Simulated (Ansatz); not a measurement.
**Dielectric response of In2O3 (0001) films**

How well do thin corundum In2O3 (0001) films screen a perpendicular field?

Calculated with Ansatz 0.2.0; plane-wave DFT, PBE, Ansatz PAW, in the first sound run; inputs show where later runs differ.

## 1. Set-up

The cell holds 15 atoms: 6 In and 9 O. Cell: a = 5.490 Å, b = 5.490 Å, c = 24.568 Å, α = 90.0°, β = 90.0°, γ = 120.0°. It derives from In2O3 (corundum In2O3). Vacuum lies along c.

## 2. Relaxing the slab, 15 atoms, units 3

The structure is relaxed first, because levels and dipoles at a surface follow the positions of the outer atoms.

input.yaml

```yaml
crystal:
  lattice:
    - [5.49, 0.0, 0.0]
    - [-2.745, 4.75447947, 0.0]
    - [0.0, 0.0, 24.5681933333]
  atoms:
    - { symbol: In, position: [0.66666667, 0.33333333, 0.3663273029] }
    - { symbol: O, position: [0.298, 0.0, 0.401566497] }
    - { symbol: O, position: [0.0, 0.298, 0.401566497] }
    - { symbol: O, position: [0.702, 0.702, 0.401566497] }
    - { symbol: In, position: [0.33333333, 0.66666667, 0.436805691] }
    - { symbol: In, position: [0.0, 0.0, 0.4647608059] }
    - { symbol: O, position: [0.03533333, 0.66666667, 0.5] }
    - { symbol: O, position: [0.33333333, 0.36866667, 0.5] }
    - { symbol: O, position: [0.63133333, 0.96466667, 0.5] }
    - { symbol: In, position: [0.66666667, 0.33333333, 0.5352391941] }
    - { symbol: In, position: [0.33333333, 0.66666667, 0.563194309] }
    - { symbol: O, position: [0.96466667, 0.33333333, 0.598433503] }
    - { symbol: O, position: [0.66666667, 0.63133333, 0.598433503] }
    - { symbol: O, position: [0.36866667, 0.03533333, 0.598433503] }
    - { symbol: In, position: [0.0, 0.0, 0.6336726971] }
kpoints:
  mp_grid: { grid: [6, 6, 1] }
hamiltonian:
  xc: pbe
scf:
  occupations: { method: fermi_dirac, width: 0.03 }
  convergence: { dr2_threshold: 1.0e-09 }
efield:
  axis: 3
  dipole_correction: true
  ramp_position: 0.97
  ramp_width: 0.06
relax:
  f_tol: 0.003
  max_steps: 100
output:
  eigenvalues: true
  write_potential: true
  write_density: true
  volumetric_format: npy
```

Started as:

```sh
ansatz run input.yaml --threads 4 --pin off --max-ram 8192MiB --backend cpu --events-out ev --progress --plain --runs-dir out
```

Numbers of over 12 decimals in the logs are rounded to 6 here.

Log:

```text
Engine: ansatz 0.2.0, x86_64-unknown-linux-gnu
Pseudopotentials: kind: paw
Pseudopotential: In, paw, valence charge 13, recommended cutoff 420 eV (normal), In.paw.azcp
Pseudopotential: O, paw, valence charge 6, recommended cutoff 420 eV (normal), O.paw.azcp
Functional definition: PBE
  parameter kappa = 0.804
  parameter beta = 0.066725
  exchange = pbe_x(kappa = kappa, mu = beta*pi^2/3)
  correlation = pbe_c(beta = beta)
Crystal: 15 atoms, lattice volume = 641.281 Å³
Basis set: ecut = 420 eV, 12497 PW (Γ), exchange–correlation on 80×80×360 points (8 copies of the dense FFT grid, shifted against one another)
Bands: 81, of which v1, the nominal top of the filled ones, is band 66 counted from 1 (65 counted from 0)
Symmetry: 3 space group operations
k-points: 8 of 36 (time reversal used)
Non-local potential: In, projectors of the file, l = 0: 2, l = 1: 2, l = 2: 2, l = 3: 2
Non-local potential: O, projectors of the file, l = 0: 2, l = 1: 2, l = 2: 1
PAW form: soft (Blöchl's): semilocal exchange-correlation on the pseudo side does not see the compensation charge
PAW one-centre angular grid: In, 590 points (default); XC on 64 Gauss nodes
PAW one-centre angular grid: O, 110 points (default); XC on 64 Gauss nodes
Initial density: superposition of atomic densities (neutral atoms: chi_scale 0, normalization atom), corrected by the library's trained network
Initial wavefunctions: pseudopotential atomic-orbital guess
Functional: x = pbe(κ = 0.804, μ = 0.219515), c = pbe(β = 0.066725)
SCF iter   1: F=—  HF=-38688.909722 eV  |F-HF|=—  |Δ(HF+E_count)|=         —  Δρ=1.74e-3  dr2=6.76e-2  ethr=1.77e-3  p=0.000 e·Å  D=1.24e-13 V/Å  ΔV_dip=-0.00 eV  dr2_dipole=4.99e-9  V_vac-E_F(+/−)=4.61/4.61 eV  ⟨swp⟩=6.6  Hψ=2625  notcnv=0  defer=40
efield: sawtooth ramp at fractional position 0.9700 (set: `efield.ramp_position`, or a place that a band, a saddle search or an elastic batch's reference lends), width 0.0600; the density the first Hamiltonian is built on has a dipole p = 0.000 e·Å; the dipole correction subtracts the counter field D = 1.24e-13 V/Å, which shifts the + side's vacuum level by -0.00 eV against the − side's; the planar-averaged density in the ramp window peaks in size at 8.9e-6 e/Å³
preconditioner: auto → LDOS  [insulator: Δε(μ)=0.513 eV  Ē_g=13.955 eV  σ=0.030 eV  W_gap=0.82  n_scr=94 (ndim 8)  ℏωp=16.8 eV  f_vac=0.643  D(μ)=1.69/eV (n_scr^D=4)  ε∞_Penn≈2.5  β→1.0]
SCF iter   2: F=—  HF=-38688.938567 eV  |F-HF|=—  |Δ(HF+E_count)|=   2.88e-2  Δρ=2.47e-3  dr2=2.13e-1  ethr=5.12e-5  p=0.000 e·Å  D=1.70e-5 V/Å  ΔV_dip=-0.00 eV  dr2_dipole=2.80e-8  V_vac-E_F(+/−)=3.95/3.95 eV  ⟨swp⟩=4.0  Hψ=1351  notcnv=0  defer=64
SCF iter   3: F=—  HF=-38688.912021 eV  |F-HF|=—  |Δ(HF+E_count)|=   2.65e-2  Δρ=1.88e-3  dr2=4.60e-2  ethr=5.12e-5  p=-0.000 e·Å  D=-2.85e-5 V/Å  ΔV_dip=0.00 eV  dr2_dipole=6.33e-8  V_vac-E_F(+/−)=4.37/4.37 eV  ⟨swp⟩=3.9  Hψ=1169  notcnv=0  defer=64
SCF iter   4: F=—  HF=-38688.904353 eV  |F-HF|=—  |Δ(HF+E_count)|=   7.67e-3  Δρ=2.68e-4  dr2=1.64e-3  ethr=3.48e-5  p=0.000 e·Å  D=2.79e-5 V/Å  ΔV_dip=-0.00 eV  dr2_dipole=7.52e-8  V_vac-E_F(+/−)=4.27/4.27 eV  ⟨swp⟩=2.4  Hψ=853  notcnv=0  defer=64
SCF iter   5: F=—  HF=-38688.904094 eV  |F-HF|=—  |Δ(HF+E_count)|=   2.59e-4  Δρ=5.91e-5  dr2=2.95e-5  ethr=1.24e-6  p=-0.000 e·Å  D=-5.87e-5 V/Å  ΔV_dip=0.00 eV  dr2_dipole=3.02e-7  V_vac-E_F(+/−)=4.25/4.25 eV  ⟨swp⟩=2.0  Hψ=982  notcnv=0  defer=66
SCF iter   6: F=—  HF=-38688.904071 eV  |F-HF|=—  |Δ(HF+E_count)|=   2.35e-5  Δρ=1.66e-5  dr2=2.19e-6  ethr=2.24e-8  p=0.000 e·Å  D=6.24e-5 V/Å  ΔV_dip=-0.00 eV  dr2_dipole=3.64e-7  V_vac-E_F(+/−)=4.25/4.25 eV  ⟨swp⟩=2.0  Hψ=1096  notcnv=0  defer=66
SCF iter   7: F=—  HF=-38688.904239 eV  |F-HF|=—  |Δ(HF+E_count)|=   1.68e-4  Δρ=7.92e-6  dr2=8.65e-7  ethr=1.66e-9  p=-0.000 e·Å  D=-5.15e-5 V/Å  ΔV_dip=0.00 eV  dr2_dipole=2.36e-7  V_vac-E_F(+/−)=4.25/4.25 eV  ⟨swp⟩=2.0  Hψ=1077  notcnv=0  defer=66
SCF iter   8: F=—  HF=-38688.904239 eV  |F-HF|=—  |Δ(HF+E_count)|=   1.51e-7  Δρ=2.28e-6  dr2=2.08e-8  ethr=6.55e-10  p=-0.000 e·Å  D=-3.99e-6 V/Å  ΔV_dip=0.00 eV  dr2_dipole=1.29e-9  V_vac-E_F(+/−)=4.25/4.25 eV  ⟨swp⟩=2.1  Hψ=734  notcnv=0  defer=66
SCF iter   9: F=—  HF=-38688.904239 eV  |F-HF|=—  |Δ(HF+E_count)|=   1.61e-7  Δρ=8.10e-7  dr2=2.05e-9  ethr=1.58e-11  p=-0.000 e·Å  D=-1.21e-6 V/Å  ΔV_dip=0.00 eV  dr2_dipole=9.13e-11  V_vac-E_F(+/−)=4.25/4.25 eV  ⟨swp⟩=2.0  Hψ=1058  notcnv=0  defer=66
iter 10 did not close the SCF: its close was put off until two iterations running show no level that it waits for move by more than its bar (scf_convergence_deferred on its scf_iter line)
SCF iter  10: F=-38688.904239 eV  HF=-38688.904239 eV  |F-HF|=8.00e-10  |Δ(HF+E_count)|=   4.94e-8  Δρ=1.73e-7  dr2=1.14e-10  ethr=1.00e-12  p=-0.000 e·Å  D=-8.49e-8 V/Å  ΔV_dip=0.00 eV  dr2_dipole=5.62e-13  V_vac-E_F(+/−)=4.25/4.25 eV  ⟨swp⟩=17.8  Hψ=4631  notcnv=0
iter 11 did not close the SCF: its close was put off until two iterations running show no level that it waits for move by more than its bar (scf_convergence_deferred on its scf_iter line)
SCF iter  11: F=-38688.904239 eV  HF=-38688.904239 eV  |F-HF|=1.75e-10  |Δ(HF+E_count)|=  7.86e-10  Δρ=3.54e-8  dr2=4.69e-12  ethr=1.00e-12  p=0.000 e·Å  D=3.27e-8 V/Å  ΔV_dip=-0.00 eV  dr2_dipole=9.84e-14  V_vac-E_F(+/−)=4.25/4.25 eV  ⟨swp⟩=6.6  Hψ=3543  notcnv=0
SCF iter  12: F=-38688.904239 eV  HF=-38688.904239 eV  |F-HF|=2.91e-11  |Δ(HF+E_count)|=  9.46e-11  Δρ=1.02e-8  dr2=4.17e-13  ethr=1.00e-12  p=-0.000 e·Å  D=-1.47e-9 V/Å  ΔV_dip=0.00 eV  dr2_dipole=5.92e-16  V_vac-E_F(+/−)=4.25/4.25 eV  ⟨swp⟩=5.2  Hψ=2986  notcnv=0
SCF 1 converged in 12 iterations: F = -38688.904239 eV  dr2 = 4.17e-13
  greatest PAW one-centre occupation: 0.989 electrons in one spin orbital (limit 2), on the In atom at site 10 (counted from 0), in its partial waves of l = 2
relax step   1: F+E_penalty+E_count = -38688.90423920 eV  Δ(F+E_penalty+E_count) = +0.000e0 eV  max|allowed force component| = 2.988e0 eV/Å  Δτ_max = 0.0000 Å  (12 SCF iters, accepted)
Initial density: handed on by an earlier stage of this run
Initial wavefunctions: those handed on with the density
iter 1 solved again at ethr=2.74e-4 eV; its pass at ethr=3.10e-3 eV (dr2=3.62e-1 eV) is discarded
SCF iter   1: F=—  HF=-38690.336826 eV  |F-HF|=—  |Δ(HF+E_count)|=         —  Δρ=9.67e-3  dr2=3.64e-1  ethr=2.74e-4  p=-0.000 e·Å  D=-1.47e-9 V/Å  ΔV_dip=0.00 eV  dr2_dipole=2.66e-11  V_vac-E_F(+/−)=4.18/4.18 eV  ⟨swp⟩=1.4  Hψ=2648  notcnv=0  defer=59
[...]
SCF iter   1: F=—  HF=-38691.100269 eV  |F-HF|=—  |Δ(HF+E_count)|=         —  Δρ=7.78e-5  dr2=4.91e-5  ethr=2.71e-7  p=0.000 e·Å  D=1.30e-6 V/Å  ΔV_dip=-0.00 eV  dr2_dipole=1.83e-10  V_vac-E_F(+/−)=5.51/5.51 eV  ⟨swp⟩=2.0  Hψ=1343  notcnv=0  defer=3
efield: sawtooth ramp at fractional position 0.9700 (set: `efield.ramp_position`, or a place that a band, a saddle search or an elastic batch's reference lends), width 0.0600; the density the first Hamiltonian is built on has a dipole p = 0.000 e·Å; the dipole correction subtracts the counter field D = 1.30e-6 V/Å, which shifts the + side's vacuum level by -0.00 eV against the − side's; the planar-averaged density in the ramp window peaks in size at 1.9e-6 e/Å³
preconditioner: auto → Resta (q_TF=auto, 2.096 Å⁻¹)  ε∞=2.3  [insulator: Δε(μ)=1.452 eV  Ē_g=14.972 eV  σ=0.030 eV  W_gap=1.00  n_scr=94 (ndim 8)  ℏωp=16.8 eV  f_vac=0.668  D(μ)=0.00/eV (n_scr^D=0)  ε∞_Penn≈2.3  vacuum switching on, ρ_ref=1.6e-2 e/Å³]
SCF iter   2: F=—  HF=-38691.100292 eV  |F-HF|=—  |Δ(HF+E_count)|=   2.30e-5  Δρ=3.23e-5  dr2=5.70e-6  ethr=3.72e-8  p=-0.000 e·Å  D=-1.10e-6 V/Å  ΔV_dip=0.00 eV  dr2_dipole=2.50e-12  V_vac-E_F(+/−)=5.51/5.51 eV  ⟨swp⟩=2.0  Hψ=937  notcnv=0  defer=3
SCF iter   3: F=—  HF=-38691.100460 eV  |F-HF|=—  |Δ(HF+E_count)|=   1.68e-4  Δρ=1.64e-5  dr2=1.47e-6  ethr=4.32e-9  p=-0.000 e·Å  D=-5.91e-7 V/Å  ΔV_dip=0.00 eV  dr2_dipole=3.50e-11  V_vac-E_F(+/−)=5.51/5.51 eV  ⟨swp⟩=2.8  Hψ=1112  notcnv=0  defer=3
SCF iter   4: F=—  HF=-38691.100459 eV  |F-HF|=—  |Δ(HF+E_count)|=   2.50e-7  Δρ=5.55e-6  dr2=1.86e-7  ethr=1.11e-9  p=-0.000 e·Å  D=-1.41e-6 V/Å  ΔV_dip=0.00 eV  dr2_dipole=3.90e-12  V_vac-E_F(+/−)=5.51/5.51 eV  ⟨swp⟩=2.0  Hψ=1064  notcnv=0  defer=3
SCF iter   5: F=—  HF=-38691.100459 eV  |F-HF|=—  |Δ(HF+E_count)|=   1.39e-8  Δρ=2.47e-6  dr2=3.10e-8  ethr=1.41e-10  p=-0.000 e·Å  D=-1.20e-6 V/Å  ΔV_dip=0.00 eV  dr2_dipole=4.00e-13  V_vac-E_F(+/−)=5.51/5.51 eV  ⟨swp⟩=2.0  Hψ=799  notcnv=0  defer=3
SCF iter   6: F=—  HF=-38691.100459 eV  |F-HF|=—  |Δ(HF+E_count)|=   2.62e-9  Δρ=5.59e-7  dr2=1.76e-9  ethr=2.35e-11  p=-0.000 e·Å  D=-1.26e-6 V/Å  ΔV_dip=0.00 eV  dr2_dipole=2.11e-15  V_vac-E_F(+/−)=5.51/5.51 eV  ⟨swp⟩=2.0  Hψ=884  notcnv=0  defer=3
iter 7 did not close the SCF: its close was put off until two iterations running show no level that it waits for move by more than its bar (scf_convergence_deferred on its scf_iter line)
SCF iter   7: F=-38691.100459 eV  HF=-38691.100459 eV  |F-HF|=2.33e-10  |Δ(HF+E_count)|=   1.02e-9  Δρ=1.80e-7  dr2=1.35e-10  ethr=1.00e-12  p=-0.000 e·Å  D=-1.28e-6 V/Å  ΔV_dip=0.00 eV  dr2_dipole=2.96e-15  V_vac-E_F(+/−)=5.51/5.51 eV  ⟨swp⟩=15.5  Hψ=4638  notcnv=0
iter 8 did not close the SCF: its close was put off until two iterations running show no level that it waits for move by more than its bar (scf_convergence_deferred on its scf_iter line)
SCF iter   8: F=-38691.100459 eV  HF=-38691.100459 eV  |F-HF|=7.28e-11  |Δ(HF+E_count)|=  1.31e-10  Δρ=3.17e-8  dr2=6.22e-12  ethr=1.00e-12  p=-0.000 e·Å  D=-1.26e-6 V/Å  ΔV_dip=0.00 eV  dr2_dipole=3.18e-14  V_vac-E_F(+/−)=5.51/5.51 eV  ⟨swp⟩=6.9  Hψ=3517  notcnv=0
SCF iter   9: F=-38691.100459 eV  HF=-38691.100459 eV  |F-HF|=4.37e-11  |Δ(HF+E_count)|=  2.91e-11  Δρ=1.05e-8  dr2=6.27e-13  ethr=1.00e-12  p=-0.000 e·Å  D=-1.29e-6 V/Å  ΔV_dip=0.00 eV  dr2_dipole=3.59e-14  V_vac-E_F(+/−)=5.51/5.51 eV  ⟨swp⟩=5.9  Hψ=2994  notcnv=0
SCF 7 converged in 9 iterations: F = -38691.100459 eV  dr2 = 6.27e-13
relax step   7: F+E_penalty+E_count = -38691.10045937 eV  Δ(F+E_penalty+E_count) = -2.894e-5 eV  max|allowed force component| = 1.737e-3 eV/Å  Δτ_max = 0.0010 Å  (9 SCF iters, accepted)
WARN: The output density's exchange-correlation potential varies sharply where the density is thin. Do not read a vacuum level from v_tot or v_xc, or from such a field of the output density. On a cell that repeats whose density bears no net charge and no dipole along the vacuum's axis use v_es (v_loc + v_h of the components); under efield.dipole_correction with no amplitude use v_es + v_field, which holds any externa [...]
SCF converged after 9 iterations
Free energy (F): -38691.100459 eV
Harris-Foulkes:  -38691.100459 eV  (|F-HF|=4.37e-11)
Internal energy: -38691.100459 eV  (E = F + TS)
E sigma→0 (E₀):  -38691.100459 eV
Fermi energy:    -0.994453 eV
Dipole field:    D = -0.000001 V/Å  (p = -0.000004 e·Å, saw-weighted, corrected)
Work function:   Φ+ = 5.5133 eV   Φ− = 5.5132 eV
Levels:          The Fermi level and band energies are counted from a zero that moves with the ramp; work functions are not
--- Per-component energies (eV) ---
  E_band       = -1375.456490
  E_kinetic    = 3043.786217
  E_local      = -137028.569909  (includes V_loc(G=0)·N_el)
  E_nonlocal   = 2659.161688
  E_hartree    = 66785.087854
  E_xc         = -1946.932556
  E_vxc        = -1433.443835  (∫ρ·V_xc dr)
  E_paw        = -26382.285690  (= ΣΔE_a)
  E_vpaw       = -2186.588264  (= ΣTr[D̂ρ^β])
  E_aug_tail   = 0.021863  (compensation charges beyond the density's cutoff)
  E_efield     = 0.000000  (sawtooth field / dipole correction)
  E_vefield    = -0.000000  (∫n·V_field dr)
  E_ewald      = 54178.630073
  E_smearing   = -0.000000  (= −TS)
  E_closure    = -0.000000  (closes the sum)
  Σ components = -38691.100459   (vs F -38691.100459, Δ=0.00e0)
--- Forces (eV/Å), atoms counted from 1 ---
  atom   1  In    -0.00000000     0.00000000    -0.00102182
  atom   2  O     -0.00042311     0.00026626     0.00048078
  atom   3  O     -0.00001903    -0.00049956     0.00048078
  atom   4  O      0.00044214     0.00023329     0.00048078
  atom   5  In    -0.00000000     0.00000000     0.00050160
  atom   6  In    -0.00000000     0.00000000    -0.00169716
  atom   7  O     -0.00134208     0.00000287    -0.00001513
  atom   8  O      0.00066856    -0.00116371    -0.00001513
  atom   9  O      0.00067353     0.00116084    -0.00001513
  atom  10  In    -0.00000000    -0.00000000     0.00173697
  atom  11  In    -0.00000000     0.00000000    -0.00046259
  atom  12  O     -0.00042510    -0.00026324    -0.00049547
  atom  13  O      0.00044053    -0.00023653    -0.00049547
  atom  14  O     -0.00001543     0.00049977    -0.00049547
  atom  15  In    -0.00000000     0.00000000     0.00103255
  max |Σ_I F_I| component: 1.04e-7 eV/Å
--- Band table (eV; the first three rows and the last of 8) ---
  k-point 0: bands = [... 62 lower, -1.8601, -1.8601, -1.7351, -1.7351, -0.2830, 0.9520, 2.5827, 3.7927, ... 11 higher]
  k-point 1: bands = [... 62 lower, -2.0781, -2.0136, -1.8839, -1.8147, 0.2953, 1.2926, 2.7630, 3.8250, ... 11 higher]
  k-point 2: bands = [... 62 lower, -2.2141, -2.1365, -2.0187, -1.9619, 1.3360, 1.8750, 2.9820, 3.7270, ... 11 higher]
  k-point 7: bands = [... 62 lower, -2.1971, -2.1006, -1.9739, -1.9739, 2.1736, 2.1736, 3.3080, 3.3178, ... 11 higher]
--- Relaxed structure (7 steps of the walk, 7 accepted, 0 SCFs on fresh bases) ---
  F+E_penalty+E_count = -38691.10045937 eV   max|allowed force component| = 1.737e-3 eV/Å
  atoms:
    - { symbol: In, position: [0.666667, 0.333333, 0.393529] }
    - { symbol: O, position: [0.293624, -0.021197, 0.396910] }
    - { symbol: O, position: [0.021197, 0.314821, 0.396910] }
    - { symbol: O, position: [0.685179, 0.706376, 0.396910] }
    - { symbol: In, position: [0.333333, 0.666667, 0.438579] }
    - { symbol: In, position: [-6.1736007984243014e-18, 0, 0.454021] }
    - { symbol: O, position: [0.020491, 0.666667, 0.500000] }
    - { symbol: O, position: [0.333333, 0.353824, 0.500000] }
    - { symbol: O, position: [0.646176, 0.979509, 0.500000] }
    - { symbol: In, position: [0.666667, 0.333333, 0.545979] }
    - { symbol: In, position: [0.333333, 0.666667, 0.561421] }
    - { symbol: O, position: [0.981488, 0.354531, 0.603090] }
    - { symbol: O, position: [0.645469, 0.626957, 0.603090] }
    - { symbol: O, position: [0.373043, 0.018512, 0.603090] }
    - { symbol: In, position: [-1.5617910178419067e-17, 0, 0.606471] }
```

Run time: 2.4 min. Hardware: 4 threads of Intel Xeon at 2.70GHz, shared host; peak memory 1.5 GiB; 8.5 min of CPU time.

Relaxation path:

| step | energy less that of the first step (eV) | largest force component (eV/Å) |
| --- | --- | --- |
| 1 | 0.0000 | 2.9883 |
| 2 | -1.3014 | 1.6532 |
| 3 | -1.9397 | 0.7117 |
| 4 | -2.1704 | 0.2184 |
| 5 | -2.1947 | 0.1205 |
| 6 | -2.1962 | 0.0097 |
| 7 | -2.1962 | 0.0017 |

The run keeps the 3 symmetry operations that it works with, so distortions that break them were not tested.

The atoms that moved most (Å):

| atom | dx | dy | dz | length |
| --- | --- | --- | --- | --- |
| In15 | 0.000 | 0.000 | -0.668 | 0.668 |
| In1 | 0.000 | 0.000 | 0.668 | 0.668 |
| In6 | 0.000 | 0.000 | -0.264 | 0.264 |
| In10 | 0.000 | 0.000 | 0.264 | 0.264 |
| O13 | -0.104 | -0.021 | 0.114 | 0.156 |
| O12 | 0.034 | 0.101 | 0.114 | 0.156 |
| O14 | 0.070 | -0.080 | 0.114 | 0.156 |
| O4 | -0.104 | 0.021 | -0.114 | 0.156 |

The relaxed structure:

```cif
data_structure
_symmetry_space_group_name_H-M 'P 1'
_symmetry_Int_Tables_number 1
_cell_length_a 5.4900
_cell_length_b 5.4900
_cell_length_c 24.5682
_cell_angle_alpha 90.000
_cell_angle_beta 90.000
_cell_angle_gamma 120.000
_cell_volume 641.28
loop_
_atom_site_label
_atom_site_type_symbol
_atom_site_fract_x
_atom_site_fract_y
_atom_site_fract_z
_atom_site_occupancy
In1 In 0.66667 0.33333 0.39353 1
O2 O 0.29362 0.97880 0.39691 1
O3 O 0.02120 0.31482 0.39691 1
O4 O 0.68518 0.70638 0.39691 1
In5 In 0.33333 0.66667 0.43858 1
In6 In 0.00000 0.00000 0.45402 1
O7 O 0.02049 0.66667 0.50000 1
O8 O 0.33333 0.35382 0.50000 1
O9 O 0.64618 0.97951 0.50000 1
In10 In 0.66667 0.33333 0.54598 1
In11 In 0.33333 0.66667 0.56142 1
O12 O 0.98149 0.35453 0.60309 1
O13 O 0.64547 0.62696 0.60309 1
O14 O 0.37304 0.01851 0.60309 1
In15 In 0.00000 0.00000 0.60647 1
```

Numbers from this step:

```
gap on the k-mesh             : 1.452 eV
dipole along the normal       : -4.08e-6 e·Å
ionisation energy, upper face : 6.254 eV
electron affinity, upper face : 4.802 eV
```

Running mean over 2.418 Å of the planar mean; the ramp of the sawtooth is left out. Electron's electrostatic potential energy less the Fermi level against z:

| z (Å) | electron's electrostatic potential energy less the Fermi level (eV) |
| --- | --- |
| 4 | 5.51 |
| 5 | 5.51 |
| 6 | 5.51 |
| 7 | 5.48 |
| 8 | 4.64 |
| 9 | -0.587 |
| 10 | -5.33 |
| 11 | -5.65 |
| 12 | -3.96 |
| 13 | -4.56 |
| 14 | -6.30 |
| 15 | -3.38 |
| 16 | 1.96 |
| 17 | 5.30 |
| 18 | 5.50 |
| 19 | 5.51 |
| 20 | 5.51 |
| 21 | 5.51 |

The relaxation took 7 steps and lowered the energy by 2.2 eV; the largest force on the free atoms ends at 0.0017 eV/Å.

The gap is 1.45 eV, with the valence edge 6.25 eV and the conduction edge 4.80 eV under the upper vacuum level.

(Part 1 of 5 ends here.)

[Logs are printed without paths, hosts, clocks, repeated set-up lines and the standing remarks that a program may print on its own settings, such as how far it seeks lower states.]

[Hosts, paths, dates, database ids (printed as entryN), source tags and the programs' standing remarks are cut or masked in the printed files.]

[Maps of the electrostatic potential energy from Ansatz leave out the sawtooth potential of an applied field or a dipole correction, so their vacuum need not be flat; planar profiles and work functions include it.]
